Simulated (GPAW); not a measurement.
Crystal: Pt.

```
Pt
1.0
     2.76067    0.00000    0.00000
    -1.38033    2.39081    0.00000
     0.00000    0.00000    4.79213
Pt
2
Direct
  0.33333 0.66667 0.25000
  0.66667 0.33333 0.75000
```

This isn't the form of Pt at room conditions, which is fcc.

| Quantity | Value |
| --- | --- |
| Program | GPAW 26.7.0 |
| Task | single point |
| Functional | PBE |
| Potentials or basis | GPAW PAW data sets (gpaw-data 1.2.1) |
| Cutoff | 600 eV |
| Basis | pw |
| k mesh | 11 × 11 × 6 |
| Occupations | fermi-dirac, width 0.05 eV |
| Spin | no spin polarisation |

On this cell: pressure -0.9 GPa; largest force under 0.003 eV/Å; band gap on the k mesh none (metal or under the smearing width).

The same run follows on a disturbed copy (atoms moved at random, drawn with an rms of 0.05 Å):

```
Pt
1.0
     2.76067    0.00000    0.00000
    -1.38033    2.39081    0.00000
     0.00000    0.00000    4.79213
Pt
2
Direct
  0.32844 0.68797 0.25286
  0.67332 0.32279 0.74338
```

What does the disturbed cell give?

The energy (extrapolated to zero smearing) moves by +3.0 meV/atom; pressure -0.5 GPa; largest force 0.449 eV/Å; band gap on the k mesh none (metal or under the smearing width).

Forces on the atoms (eV/Å):
```
Pt  -0.062  0.025 -0.444
Pt   0.062 -0.025  0.444
```

Stress tensor (GPa, compression positive):
```
-0.44  0.14 -0.14
 0.14  0.21  0.21
-0.14  0.21 -1.42
```
